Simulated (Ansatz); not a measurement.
# Ag: element swaps in one structure

One table from this session's results is given with a row withheld; the runs are named, their logs left out.

Method: DFT r2SCAN, scalar-relativistic, plane waves, PAW, in Ansatz 0.2.0.

1 further run of the same task is left out (set aside as unsound or not needed).

### The system as given

Symmetry: P6_3/mmc, No. 194, hexagonal system. Conventional cell: a = 2.904 Å, b = 2.904 Å, c = 4.748 Å, α = 90.00°, β = 90.00°, γ = 120.00°. Around Ag (site symmetry -6m2) lie 12 Ag at 2.90 to 2.91 Å.

Coordinates:

```
Ag
1.0
     2.90368    0.00000    0.00000
    -1.45184    2.51466    0.00000
     0.00000    0.00000    4.74754
Ag
2
Direct
  0.33333 0.66667 0.25000
  0.66667 0.33333 0.75000
```

It goes back to an entry of the Materials Project, which need not be the stable form.

It is the result of an earlier relaxation at this level (volume 17.33 Å³/atom; gap on the mesh: none (metal)).

Set-up of the first run:

input.yaml

```yaml
crystal:
  lattice:
    - [2.9036756659, 0.0, 0.0]
    - [-1.4518378329, 2.514656891, 0.0]
    - [0.0, 0.0, 4.7475395167]
  atoms:
    - { symbol: Tl, position: [0.3333333333, 0.6666666667, 0.25] }
    - { symbol: Tl, position: [0.6666666667, 0.3333333333, 0.75] }
basis:
  ecutwfc: 500
kpoints:
  mp_grid: { grid: [6, 6, 4] }
hamiltonian:
  xc: r2scan
scf:
  occupations: { method: gaussian, width: 0.1 }
output:
  forces: true
  stress: true
  eigenvalues: true
```

Run with:

```
$ ansatz run input.yaml --threads 1 --pin off --max-ram 2560MiB --backend cpu --events-out ev --progress --plain --runs-dir out
```

Steps of the session up to this table: Probe: one point at the start (Tl); A loose first relaxation (Tl); Relaxing cell and atoms (Tl).

One of the session's tables, all rows but one given; the rest of the session is left out.

Lengths are those of the vectors of the cell that was run:

```
   swap  volume (Å³/atom)  a (Å)  b (Å)  c (Å)
   none             17.33  2.904  2.904  4.748
Ag → Au             17.59  2.890  2.890  4.865
Ag → Pd             15.00  2.739  2.739  4.618
Ag → Li             20.99  3.088  3.088  5.083
Ag → Na                 ?      ?      ?      ?
Ag → Cu             11.46  2.531  2.531  4.130
Ag → Tl             30.19  3.592  3.592  5.404
```

Q: Estimate the row for Ag → Na from the others.

As computed: volume (Å³/atom): 37.78; a (Å): 3.777; b (Å): 3.777; c (Å): 6.117. In the column «volume (Å³/atom)» it is the highest.

Lengths are those of the computed cell. Rows of earlier swaps come from the sessions before.
